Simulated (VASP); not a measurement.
# CaSe (Fm-3m) in VASP: further runs, part 3 of 3

VASP 6.6.1.

### 6 Single point, r2SCAN

Input file INCAR:

```
ADDGRID = F ; ALGO = Normal
EDIFF = 1E-5 ; ENCUT = 450
ISIF = 2 ; ISMEAR = 0
LASPH = T ; LCHARG = F
LMIXTAU = T ; LREAL = F
LWAVE = F ; METAGGA = R2SCAN
NBANDS = 15 ; NELM = 100
PREC = Accurate ; SIGMA = 0.05
```

Input file KPOINTS:

```
k-points
0
Gamma
  5 5 5
```

Input file POSCAR:

```
CaSe
1.0
    0.0000000000      2.9560000000      2.9560000000
    2.9560000000      0.0000000000      2.9560000000
    2.9560000000      2.9560000000      0.0000000000
Se Ca
1 1
Direct
    0.5000000000      0.5000000000      0.5000000000
    0.0000000000      0.0000000000      0.0000000000
```

Potentials or basis: VASP PAW PBE potentials, release 64 (Se, Ca_sv).

Command:

```console
cat potpaw_PBE.64/Se/POTCAR potpaw_PBE.64/Ca_sv/POTCAR > POTCAR
mpirun -np 1 vasp_std > vasp.out
```

OUTCAR:

```text
EDIFF = 1E-5
   ENCUT = 450
   ISIF = 2
   ISMEAR = 0
   LASPH = T
   LREAL = F
   METAGGA = R2SCAN
   NELM = 100
   PREC = Accurate

 Found     10 irreducible k-points:

 Following reciprocal coordinates:
            Coordinates               Weight
  0.000000  0.000000  0.000000      1.000000
  0.200000  0.000000  0.000000      8.000000
  0.400000  0.000000  0.000000      8.000000
  0.200000  0.200000  0.000000      6.000000
  0.400000  0.200000  0.000000     24.000000
 -0.400000  0.200000  0.000000     24.000000
   k-points           NKPTS =     10   k-points in BZ     NKDIM =     10   number of bands    NBANDS=     15
   number of dos      NEDOS =    301   number of ions     NIONS =      2
   total plane-waves  NPLWV =  27000
   dimension x,y,z NGX =    30 NGY =   30 NGZ =   30
   dimension x,y,z NGXF=    60 NGYF=   60 NGZF=   60
   ions per type =               1   1
   NGX,Y,Z   is equivalent  to a cutoff of  11.93, 11.93, 11.93 a.u.
   NGXF,Y,Z  is equivalent  to a cutoff of  23.86, 23.86, 23.86 a.u.
 SYSTEM =  unknown system
   PREC   = accura    normal or accurate (medium, high low for compatibility)
   ISTART =      0    job   : 0-new  1-cont  2-samecut
   ICHARG =      2    charge: 1-file 2-atom 10-const
   ISPIN  =      1    spin polarized calculation?
   LNONCOLLINEAR =      F non collinear calculations
   LSORBIT =      F    spin-orbit coupling
   LASPH  =      T    aspherical Exc in radial PAW
   ENCUT  =  450.0 eV  33.07 Ry    5.75 a.u.   7.23  7.23  7.23*2*pi/ulx,y,z
   NELM   =    100;   NELMIN=  2; NELMDL= -5     # of ELM steps
   EDIFF  = 0.1E-04   stopping-criterion for ELM
   LREAL  =      F    real-space projection
   EDIFFG = 0.1E-03   stopping-criterion for IOM
   NSW    =      0    number of steps for IOM
   IBRION =     -1    ionic relax: 0-MD 1-quasi-New 2-CG
   NFREE  =      0    steps in history (QN), initial steepest desc. (CG)
   ISIF   =      2    stress and relaxation
   ISYM   =      2    0-nonsym 1-usesym 2-fastsym
   POTIM  = 0.5000    time-step for ionic-motion
   TEBEG  =    0.0;   TEEND  =   0.0 temperature during run
   PSTRESS=    0.0 pullay stress
   NELECT =      16.0000    total number of electrons
   NUPDOWN=      -1.0000    fix difference up-down
   EMIN   =  10.00;   EMAX   =-10.00  energy-range for DOS
   EFERMI =   0.00;   METHOD = LEGACY
   ISMEAR =     0;   SIGMA  =   0.05  broadening in eV -4-tet -1-fermi 0-gaus
   EFERMI_NEDOS =   21; number of points for ismear=-14 and -15
   IALGO  =     38    algorithm
   IMIX   =      4    mixing-type and parameters
     AMIX     =   0.40;   BMIX     =  1.00
     AMIX_MAG =   1.60;   BMIX_MAG =  1.00
  volume/ion in A,a.u.               =      25.83       174.30
  Fermi-wavevector in a.u.,A,eV,Ry     =   1.107645  2.093145 16.692666  1.226876
  Thomas-Fermi vector in A             =   2.244161
   LORBIT       =      0    0 simple, 1 ext, 2 COOP (PROOUT), +10 PAW based schemes
   METAGGA = R2SCAN    functional components
   LHFCALC =     F    Hartree Fock is set to
   AEXX    =    0.0000 exact exchange contribution
   IVDW    =     0    specifies the selected vdW correction
   LEPSILON=     F    determine dielectric tensor
   LRPA    =     F    only Hartree local field effects (RPA)
 non-spin polarized calculation
 Gauss-broadening in eV      SIGMA  =   0.05
  energy-cutoff  :      450.00
  volume of cell :       51.66
 maximum number of plane-waves:      1139
 NGX is ok and might be reduce to    30
   NGX = 15   NGY = 15   NGZ = 15

 number of electron      15.9999998 magnetization

 Free energy of the ion-electron system (eV)
  ---------------------------------------------------
  ext. energy  EPLUGINS =         0.00000000
  ---------------------------------------------------
  free energy    TOTEN  =       -25.97299068 eV

  energy without entropy =      -25.97299068  energy(sigma->0) =      -25.97299068

 E-fermi :   2.4638     XC(G=0):  -9.5879

 val. band max:        2.1986686457   @ k =   0.0000   0.0000   0.0000
 cond. band min:       4.8089335323   @ k =   0.4000   0.4000   0.0000
 fundamental gap:      2.6102648866
 Fermi energy:         2.4638360355

 k-point     1 :       0.0000    0.0000    0.0000
  band No.  band energies     occupation
      1     -39.0967      2.00000
      2     -19.2080      2.00000
      3     -19.2080      2.00000
      4     -19.2079      2.00000
      5     -10.0007      2.00000
      6       2.1987      2.00000
      7       2.1987      2.00000
      8       2.1987      2.00000
      9       6.3447      0.00000
     10       6.4211      0.00000
     11       6.4211      0.00000
     12       6.4211      0.00000
     13       7.0206      0.00000
     14       7.0206      0.00000
     15      12.6812      0.00000

 k-point     2 :       0.2000    0.0000    0.0000
  band No.  band energies     occupation
      1     -39.0943      2.00000
      2     -19.2493      2.00000
      3     -19.2105      2.00000
      4     -19.2104      2.00000
      5      -9.7678      2.00000
      6       0.7189      2.00000
      7       1.6930      2.00000
      8       1.6930      2.00000
      9       6.4321      0.00000
     10       6.9364      0.00000
     11       6.9364      0.00000
     12       8.0013      0.00000
     13       8.0013      0.00000
     14       8.1300      0.00000
     15      12.5717      0.00000

 k-point     3 :       0.4000    0.0000    0.0000
  band No.  band energies     occupation
      1     -39.0906      2.00000
      2     -19.3145      2.00000
      3     -19.2145      2.00000
      4     -19.2144      2.00000
      5      -9.3511      2.00000
      6      -0.8563      2.00000
      7       1.0912      2.00000
      8       1.0912      2.00000
      9       6.9960      0.00000
     10       8.0294      0.00000
     11       8.0294      0.00000
     12       8.7127      0.00000
     13       9.8003      0.00000
     14       9.8003      0.00000
     15      11.6390      0.00000

 k-point     4 :       0.2000    0.2000    0.0000
  band No.  band energies     occupation
      1     -39.0936      2.00000
      2     -19.2436      2.00000
      3     -19.2194      2.00000
      4     -19.2194      2.00000
      5      -9.7260      2.00000
      6       0.4852      2.00000
      7       1.7327      2.00000
      8       1.7327      2.00000
      9       5.6753      0.00000
     10       7.1388      0.00000
     11       7.2729      0.00000
     12       7.6615      0.00000
     13       7.6615      0.00000
     14       9.8846      0.00000
     15      12.9075      0.00000

 k-point     5 :       0.4000    0.2000    0.0000
  band No.  band energies     occupation
      1     -39.0903      2.00000
      2     -19.2880      2.00000
      3     -19.2278      2.00000
      4     -19.2254      2.00000
      5      -9.4349      2.00000
      6      -0.3697      2.00000
      7       0.9697      2.00000
      8       1.2734      2.00000
      9       5.9612      0.00000
     10       8.0705      0.00000
     11       8.1818      0.00000
     12       8.5917      0.00000
     13       8.6134      0.00000
     14      10.5647      0.00000
     15      10.9523      0.00000

 k-point     6 :      -0.4000    0.2000    0.0000
  band No.  band energies     occupation
      1     -39.0890      2.00000
      2     -19.3050      2.00000
      3     -19.2401      2.00000
      4     -19.2203      2.00000
      5      -9.2885      2.00000
      6      -0.6876      2.00000
      7       0.5843      2.00000
      8       1.0042      2.00000
      9       7.2692      0.00000
     10       7.8478      0.00000
     11       8.1793      0.00000
     12       8.8196      0.00000
     13       9.5563      0.00000
     14       9.8131      0.00000
     15      11.6211      0.00000

 [... further k-points ...]
[... 5 lines left out ...]
  --------------------------------------------------------------------------------------
  -------------------------------------------------------------------------------------
  Total        0.2590283      0.2590283      0.2590283     -0.0000000     -0.0000000      0.0000000
  in kB        8.0336801      8.0336801      8.0336801     -0.0000000     -0.0000000      0.0000000
  external PRESSURE =       8.0336801 kB  Pullay stress =       0.0000000 kB

 VOLUME and BASIS-vectors are now :
 -----------------------------------------------------------------------------
  energy-cutoff  :      450.00
  volume of cell :       51.66
      direct lattice vectors                 reciprocal lattice vectors
     0.000000000  2.956000000  2.956000000    -0.169147497  0.169147497  0.169147497
     2.956000000  0.000000000  2.956000000     0.169147497 -0.169147497  0.169147497
     2.956000000  2.956000000  0.000000000     0.169147497  0.169147497 -0.169147497

 POSITION                                       TOTAL-FORCE (eV/Angst)
 -----------------------------------------------------------------------------------
      2.95600      2.95600      2.95600        -0.000000     -0.000000     -0.000000
      0.00000      0.00000      0.00000         0.000000      0.000000      0.000000
 -----------------------------------------------------------------------------------
    total drift:                               -0.000000      0.000000      0.000000

  FREE ENERGIE OF THE ION-ELECTRON SYSTEM (eV)
  ---------------------------------------------------
  free  energy   TOTEN  =       -25.9729906839 eV

  energy  without entropy=      -25.9729906839  energy(sigma->0) =      -25.97299068
```

stdout:

```text
POSCAR found type information on POSCAR SeCa
 POSCAR found :  2 types and       2 ions
 scaLAPACK will be used
 -----------------------------------------------------------------------------
|                                                                             |
|                                                                             |
|     You enforced a specific xc type in the INCAR file but a different       |
|     I HOPE YOU KNOW WHAT YOU ARE DOING!                                     |
|                                                                             |
 -----------------------------------------------------------------------------

 LDA part: xc-table for (None), standard interpolation
 POSCAR, INCAR and KPOINTS ok, starting setup
 FFT: planning ... GRIDC
 FFT: planning ... GRID_SOFT
 FFT: planning ... GRID
 WAVECAR not read
 entering main loop
```

Run time: 27 s. Hardware: 1 thread of Intel Xeon Platinum 8488C (Sapphire Rapids), shared host; peak memory 0.17 GiB.

The run converged, but some of its settings lie outside the range that counts as converged, so its numbers aren't taken as properties of the crystal.

What came out:

```
Free energy            : -25.9730 eV
Pressure               : 0.8 GPa
Band gap on the k mesh : 2.61 eV, indirect (least direct gap 3.51 eV)
```

Caveat: the PAW data sets were made with another functional, which shifts forces and pressure a little; an odd mesh through Γ misses points on the zone boundary, where band edges often lie.

### 7 The reference run

An earlier run on the cell as given: functional PBEsol; potentials or basis VASP PAW PBE potentials, release 64 (Se, Ca_sv); cutoff 520 eV; k mesh 8 × 8 × 8; occupations fermi-dirac, width 0.05 eV; no spin polarisation.

* Pressure: -0.9 GPa
* Band gap on the k mesh: 1.92 eV, indirect (least direct gap 2.87 eV)
